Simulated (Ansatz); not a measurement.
# ZrC (CsCl type): the equilibrium volume

At what volume is ZrC (CsCl type) free of pressure? The start comes from a prototype table, not from a measured structure.

Program: Ansatz 0.2.0. Level of theory: DFT PBE, scalar-relativistic, plane waves, PAW. These are calculated values, not measurements.

## (1) The system as given

The structure is cubic, space group Pm-3m (No. 221). The conventional cell has a = 2.762 Å, b = 2.762 Å, c = 2.762 Å, α = 90.00°, β = 90.00°, γ = 90.00°. Zr (site symmetry m-3m) has 8 C at 2.39 Å in its first shell of neighbours. C (site symmetry m-3m) has 8 Zr at 2.39 Å in its first shell of neighbours.

Coordinates:

```cif
data_structure
_symmetry_space_group_name_H-M 'Pm-3m'
_symmetry_Int_Tables_number 221
_cell_length_a 2.7620
_cell_length_b 2.7620
_cell_length_c 2.7620
_cell_angle_alpha 90.000
_cell_angle_beta 90.000
_cell_angle_gamma 90.000
_cell_volume 21.07
loop_
_atom_site_label
_atom_site_type_symbol
_atom_site_symmetry_multiplicity
_atom_site_Wyckoff_symbol
_atom_site_fract_x
_atom_site_fract_y
_atom_site_fract_z
_atom_site_occupancy
Zr1 Zr 1 a 0.00000 0.00000 0.00000 1
C1 C 1 b 0.50000 0.50000 0.50000 1
```

## (2) At the starting volume

input.yaml

```yaml
crystal:
  lattice:
    - [2.7619513118, 0.0, 0.0]
    - [0.0, 2.7619513118, 0.0]
    - [0.0, 0.0, 2.7619513118]
  atoms:
    - { symbol: Zr, position: [0.0, 0.0, 0.0] }
    - { symbol: C, position: [0.5, 0.5, 0.5] }
basis:
  ecutwfc: 420
  ecutrho_ratio: 4
kpoints:
  mp_grid: { grid: [12, 12, 12] }
hamiltonian:
  xc: pbe
scf:
  occupations: { method: gaussian, width: 0.05 }
output:
  forces: true
  stress: true
  eigenvalues: true
```

Launch:

```
ansatz run input.yaml --threads 2 --pin off --max-ram 2662MiB --backend cpu --events-out ev --progress --plain --runs-dir out
```

The log of the run, cut to the lines that bear on the results:

```text
Warning: RAYON_NUM_THREADS=2 ignored (pool sized by the plan → 2); use --threads N
[...]
Pseudopotentials: kind: paw
Pseudopotential: Zr, paw, valence charge 12, recommended cutoff 420 eV (normal), Zr.paw.azcp
Pseudopotential: C, paw, valence charge 4, recommended cutoff 420 eV (normal), C.paw.azcp
Functional definition: PBE
[...]
Crystal: 2 atoms, lattice volume = 21.069 Å³
Basis set: ecut = 420 eV, 437 PW (Γ), exchange–correlation on 40×40×40 points (8 copies of the dense FFT grid, shifted against one another)
Bands: 12, of which v1, the nominal top of the filled ones, is band 8 counted from 1 (7 counted from 0)
Symmetry: 48 space group operations
Space group: Pm-3m (ITA 221), of the structure as read, at distance tolerance 2.8e-5 Å
k-points: 84 of 1728
[...]
SCF iter   1: F=—  HF=-4433.564205 eV  |F-HF|=—  |Δ(HF+E_count)|=         —  Δρ=7.75e-3  dr2=1.70e-2  ethr=1.77e-3  ⟨swp⟩=5.2  Hψ=5242  notcnv=0
[...]
SCF iter   6: F=-4433.561206 eV  HF=-4433.561206 eV  |F-HF|=2.46e-10  |Δ(HF+E_count)|=   2.87e-9  Δρ=2.30e-6  dr2=5.01e-10  ethr=1.17e-10  ⟨swp⟩=2.3  Hψ=3483  notcnv=0
[...]
SCF converged after 6 iterations
Free energy (F): -4433.561206 eV
[...]
E sigma→0 (E₀):  -4433.560908 eV
Entropy (-TS):   -0.000597 eV (-0.299 meV/atom)
Fermi energy:    19.149555 eV
[...]
--- Forces (eV/Å), atoms counted from 1 ---
  atom   1  Zr    -0.00000000    -0.00000000     0.00000000
  atom   2  C     -0.00000000    -0.00000000     0.00000000
[...]
--- Stress (GPa, compression-positive) ---
       44.957351      -0.000000       0.000000
       -0.000000      44.957351       0.000000
        0.000000       0.000000      44.957351
  P = ⅓ Tr σ = 44.9574 GPa (449.574 kbar)
--- Band table (eV; the first three rows and the last of 84) ---
  k-point 0: bands = ["-29.2048", "-6.3635", "-6.3635", "-6.3635", "6.6227", "16.6401", "16.6401", "20.5765", "20.5765", "20.5765", "25.4330", "25.4330"]
[...]
```

Run time: 0.83 s. Hardware: 2 threads of Arm Neoverse V1, shared host; peak memory 0.29 GiB.

In short: volume 10.535 Å³/atom, pressure 44.96 GPa, no gap.

## (3) Volume 11.799 Å³/atom

Edit input.yaml of step 2 so:

```diff
@@ -2,5 +2,5 @@
   lattice:
-    - [2.7619513118, 0.0, 0.0]
-    - [0.0, 2.7619513118, 0.0]
-    - [0.0, 0.0, 2.7619513118]
+    - [2.8682831792, 0.0, 0.0]
+    - [0.0, 2.8682831792, 0.0]
+    - [0.0, 0.0, 2.8682831792]
   atoms:
```

Launch:

```
ansatz run input.yaml --threads 2 --pin off --max-ram 2662MiB --backend cpu --events-out ev --progress --plain --runs-dir out
```

The log of the run, cut to the lines that bear on the results:

```text
Warning: RAYON_NUM_THREADS=2 ignored (pool sized by the plan → 2); use --threads N
[...]
[... 4 set-up lines as earlier in the session ...]
[...]
Crystal: 2 atoms, lattice volume = 23.598 Å³
Basis set: ecut = 420 eV, 461 PW (Γ), exchange–correlation on 40×40×40 points (8 copies of the dense FFT grid, shifted against one another)
Bands: 12, of which v1, the nominal top of the filled ones, is band 8 counted from 1 (7 counted from 0)
[... 1 set-up line as earlier in the session ...]
Space group: Pm-3m (ITA 221), of the structure as read, at distance tolerance 2.9e-5 Å
k-points: 84 of 1728
[...]
SCF iter   1: F=—  HF=-4433.983209 eV  |F-HF|=—  |Δ(HF+E_count)|=         —  Δρ=3.30e-3  dr2=1.26e-3  ethr=1.77e-3  ⟨swp⟩=5.2  Hψ=5180  notcnv=0
[...]
SCF iter   6: F=-4433.983312 eV  HF=-4433.983312 eV  |F-HF|=6.34e-9  |Δ(HF+E_count)|=   2.74e-8  Δρ=6.85e-6  dr2=8.15e-9  ethr=6.25e-10  ⟨swp⟩=3.2  Hψ=2839  notcnv=0
[...]
SCF converged after 6 iterations
Free energy (F): -4433.983312 eV
[...]
E sigma→0 (E₀):  -4433.981454 eV
Entropy (-TS):   -0.003715 eV (-1.857 meV/atom)
Fermi energy:    16.895510 eV
[...]
--- Forces (eV/Å), atoms counted from 1 ---
  atom   1  Zr    -0.00000000    -0.00000000    -0.00000000
  atom   2  C      0.00000000     0.00000000     0.00000000
[...]
--- Stress (GPa, compression-positive) ---
       11.580342      -0.000000       0.000000
        0.000000      11.580342       0.000000
        0.000000       0.000000      11.580342
  P = ⅓ Tr σ = 11.5803 GPa (115.803 kbar)
--- Band table (eV; the first three rows and the last of 84) ---
  k-point 0: bands = ["-31.5977", "-8.9837", "-8.9837", "-8.9837", "4.8591", "14.8070", "14.8070", "18.1676", "18.1676", "18.1676", "22.4778", "22.4778"]
[...]
```

Wall time 0.82 s (2 threads of Arm Neoverse V1, shared host); peak memory 0.3 GiB.

This gives: volume 11.799 Å³/atom, pressure 11.58 GPa, no gap.

## (4) Stepping to 12.507 Å³/atom

Edit input.yaml of step 3 so:

```diff
@@ -2,5 +2,5 @@
   lattice:
-    - [2.8682831792, 0.0, 0.0]
-    - [0.0, 2.8682831792, 0.0]
-    - [0.0, 0.0, 2.8682831792]
+    - [2.9245844448, 0.0, 0.0]
+    - [0.0, 2.9245844448, 0.0]
+    - [0.0, 0.0, 2.9245844448]
   atoms:
```

Launch:

```
ansatz run input.yaml --threads 2 --pin off --max-ram 2662MiB --backend cpu --events-out ev --progress --plain --runs-dir out
```

The log of the run, cut to the lines that bear on the results:

```text
Warning: RAYON_NUM_THREADS=2 ignored (pool sized by the plan → 2); use --threads N
[...]
[... 4 set-up lines as earlier in the session ...]
[...]
Crystal: 2 atoms, lattice volume = 25.015 Å³
Basis set: ecut = 420 eV, 461 PW (Γ), exchange–correlation on 40×40×40 points (8 copies of the dense FFT grid, shifted against one another)
Bands: 12, of which v1, the nominal top of the filled ones, is band 8 counted from 1 (7 counted from 0)
[... 2 set-up lines as earlier in the session ...]
k-points: 84 of 1728
[...]
SCF iter   1: F=—  HF=-4434.028983 eV  |F-HF|=—  |Δ(HF+E_count)|=         —  Δρ=3.86e-3  dr2=3.58e-3  ethr=1.77e-3  ⟨swp⟩=5.2  Hψ=5145  notcnv=0
[...]
SCF iter   6: F=-4434.029046 eV  HF=-4434.029046 eV  |F-HF|=8.30e-10  |Δ(HF+E_count)|=   4.04e-8  Δρ=4.01e-6  dr2=2.04e-9  ethr=6.25e-10  ⟨swp⟩=4.2  Hψ=3255  notcnv=0
[...]
SCF converged after 6 iterations
Free energy (F): -4434.029046 eV
[...]
E sigma→0 (E₀):  -4434.026798 eV
Entropy (-TS):   -0.004495 eV (-2.247 meV/atom)
Fermi energy:    15.824621 eV
[...]
--- Forces (eV/Å), atoms counted from 1 ---
  atom   1  Zr    -0.00000000     0.00000000     0.00000000
  atom   2  C      0.00000000    -0.00000000     0.00000000
[...]
--- Stress (GPa, compression-positive) ---
       -0.662901       0.000000       0.000000
        0.000000      -0.662901       0.000000
        0.000000       0.000000      -0.662901
  P = ⅓ Tr σ = -0.6629 GPa (-6.629 kbar)
--- Band table (eV; the first three rows and the last of 84) ---
  k-point 0: bands = ["-32.7856", "-10.2590", "-10.2590", "-10.2590", "4.0460", "13.9152", "13.9152", "17.0248", "17.0248", "17.0248", "21.0535", "21.0535"]
[...]
```

Run time: 0.82 s. Hardware: 2 threads of Arm Neoverse V1, shared host; peak memory 0.3 GiB.

This gives: volume 12.507 Å³/atom, pressure -0.66 GPa, a metal on this mesh.

## (5) Next volume: 12.463 Å³/atom

Edit input.yaml of step 4 so:

```diff
@@ -2,5 +2,5 @@
   lattice:
-    - [2.9245844448, 0.0, 0.0]
-    - [0.0, 2.9245844448, 0.0]
-    - [0.0, 0.0, 2.9245844448]
+    - [2.9210950464, 0.0, 0.0]
+    - [0.0, 2.9210950464, 0.0]
+    - [0.0, 0.0, 2.9210950464]
   atoms:
```

Launch:

```
ansatz run input.yaml --threads 2 --pin off --max-ram 2662MiB --backend cpu --events-out ev --progress --plain --runs-dir out
```

The log of the run, cut to the lines that bear on the results:

```text
Warning: RAYON_NUM_THREADS=2 ignored (pool sized by the plan → 2); use --threads N
[...]
[... 4 set-up lines as earlier in the session ...]
[...]
Crystal: 2 atoms, lattice volume = 24.925 Å³
Basis set: ecut = 420 eV, 461 PW (Γ), exchange–correlation on 40×40×40 points (8 copies of the dense FFT grid, shifted against one another)
Bands: 12, of which v1, the nominal top of the filled ones, is band 8 counted from 1 (7 counted from 0)
[... 2 set-up lines as earlier in the session ...]
k-points: 84 of 1728
[...]
SCF iter   1: F=—  HF=-4434.029110 eV  |F-HF|=—  |Δ(HF+E_count)|=         —  Δρ=3.71e-3  dr2=3.07e-3  ethr=1.77e-3  ⟨swp⟩=5.2  Hψ=5155  notcnv=0
[...]
SCF iter   6: F=-4434.029230 eV  HF=-4434.029230 eV  |F-HF|=7.50e-10  |Δ(HF+E_count)|=   2.84e-8  Δρ=3.05e-6  dr2=1.51e-9  ethr=6.25e-10  ⟨swp⟩=4.2  Hψ=3108  notcnv=0
[...]
SCF converged after 6 iterations
Free energy (F): -4434.029230 eV
[...]
E sigma→0 (E₀):  -4434.026986 eV
Entropy (-TS):   -0.004488 eV (-2.244 meV/atom)
Fermi energy:    15.888779 eV
[...]
--- Forces (eV/Å), atoms counted from 1 ---
  atom   1  Zr    -0.00000000    -0.00000000    -0.00000000
  atom   2  C      0.00000000     0.00000000    -0.00000000
[...]
--- Stress (GPa, compression-positive) ---
        0.011968       0.000000       0.000000
        0.000000       0.011968       0.000000
        0.000000       0.000000       0.011968
  P = ⅓ Tr σ = 0.0120 GPa (0.120 kbar)
--- Band table (eV; the first three rows and the last of 84) ---
  k-point 0: bands = ["-32.7136", "-10.1821", "-10.1821", "-10.1821", "4.0943", "13.9690", "13.9690", "17.0932", "17.0932", "17.0932", "21.1392", "21.1392"]
[...]
```

It took 0.81 s on 2 threads of Arm Neoverse V1, shared host; peak memory 0.3 GiB.

In short: volume 12.463 Å³/atom, pressure 0.01 GPa, a metal on this mesh.

## (6) The volume search in one table

| step | level | mesh | relaxed | volume (Å³/atom) | pressure (GPa) |
| --- | --- | --- | --- | --- | --- |
| 2 | PBE | 12×12×12 | nothing | 10.535 | 44.96 |
| 3 | PBE | 12×12×12 | nothing | 11.799 | 11.58 |
| 4 | PBE | 12×12×12 | nothing | 12.507 | -0.66 |
| 5 | PBE | 12×12×12 | nothing | 12.463 | 0.01 |

How the cell compares, before and after:

| cell as typed | before | after | change |
| --- | --- | --- | --- |
| a (Å) | 2.762 | 2.921 | +5.8 % |
| b (Å) | 2.762 | 2.921 | +5.8 % |
| c (Å) | 2.762 | 2.921 | +5.8 % |
| volume (Å³/atom) | 10.535 | 12.463 | +18.3 % |
| shortest distance (Å) | 2.392 | 2.530 | +5.8 % |
| space group | Pm-3m | Pm-3m | same |

## (7) What came out

```
         quantity                                                                      value
           volume                                                             12.463 Å³/atom
         pressure                                                                   0.01 GPa
conventional cell  a = 2.921 Å, b = 2.921 Å, c = 2.921 Å, α = 90.00°, β = 90.00°, γ = 90.00°
  gap on the mesh                                                               none (metal)
```

What this shows: Over the 4 runs shown the cell moved from 10.53 to 12.46 Å³/atom, a change of +18.3 %, where the pressure is zero within 0.01 GPa.
